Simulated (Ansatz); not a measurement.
# HfN (Fm-3m), two-dimensional strain map

Theory: Ansatz 0.2.0, DFT PBE, scalar-relativistic, plane waves, PAW. Cutoff 420 eV, Γ-centred 18×18×18 k-points, Gaussian smearing of 0.15 eV. Spin–orbit coupling is left out, which can shift energies with elements as heavy as these. No spin polarisation. Energies are free energies at this smearing, counted from the undisturbed cell; pressure is positive in compression.

Zero of the scan (as given, not relaxed at this level; it stands at 5.4 GPa):

```
Hf N
1.0
     0.00000    2.25900    2.25900
     2.25900    0.00000    2.25900
     2.25900    2.25900    0.00000
Hf N
1 1
Direct
  0.00000 0.00000 0.00000
  0.50000 0.50000 0.50000
```

The cell is strained by p along both x and y and by q along z, fractional coordinates fixed. Points are written (p, q).

p was sampled at -0.080, -0.040, 0.000, 0.040, 0.080 and q at -0.080, -0.040, 0.000, 0.040, 0.080.

Task: Where on the computed points is the energy highest, and how high?

Result: At (-0.080, -0.080): 859.1 meV/atom.

Task: Away from (0, 0), which computed point is lowest?

Result: (0.000, 0.040): 14.9 meV/atom.

The map, in meV/atom:

```
 p \ q  -0.080  -0.040  0.000  0.040  0.080
-0.080   859.1   629.7  519.4  486.3  492.0
-0.040   413.9   213.9  129.1  119.7  155.2
 0.000   229.4    57.3    0.0   14.9   74.3
 0.040   216.7    72.8   41.7   82.0  164.1
 0.080   309.9   196.5  192.5  257.2  362.4
```